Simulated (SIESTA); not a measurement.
CoO:

```xyz
2
Lattice="3.0144 0.0000 0.0000 1.5072 2.6105 0.0000 1.5072 0.8702 2.4612" Properties=species:S:1:pos:R:3 pbc="T T T"
Co    0.0000    0.0000    0.0000
O     3.0144    1.7404    1.2306
```

Base run:

| Quantity | Value |
| --- | --- |
| Program | SIESTA 5.4.2 |
| Functional | PBE |
| Potentials or basis | PseudoDojo 0.4 stringent (PBE files) |
| Basis | DZP (energy shift 0.003 Ry; two zetas on semicore shells) |
| Grid cutoff | 800 Ry |
| Energy shift | 0.003 Ry |
| k mesh | 8 × 8 × 8 |
| Occupations | fermi-dirac, width 0.05 eV |
| Spin | collinear spin, ferromagnetic start |
| Starting moments | [2.0, 0.0] μB |

Its results: band gap on the k mesh none (metal or under the smearing width); pressure -1.0 GPa; net moment 2.96 μB per cell; site moments Co +2.60; O +0.36 μB.

Question: The run is repeated on the same cell with these changes: potentials or basis from PseudoDojo 0.4 stringent (PBE files) to SPMS 1.0 (PBE files) or PseudoDojo by element. What comes out?

Answer: Band gap on the k mesh none (metal or under the smearing width); pressure -2.4 GPa; net moment 2.92 μB per cell; site moments Co +2.56; O +0.36 μB.

Caveats: short orbitals over semicore shells can move pressures by several GPa; the basis of atomic orbitals isn't converged, which shifts pressures, moduli and gaps; a cell with one magnetic atom can't hold antiferromagnetic order, which such compounds often take; semilocal functionals often make such compounds metallic where correlation or magnetic order opens a gap, which also shifts bond lengths; the valence orbitals were made in a potential fitted to the semicore shell under them, which widens gaps by tenths of an eV or more (some runs).
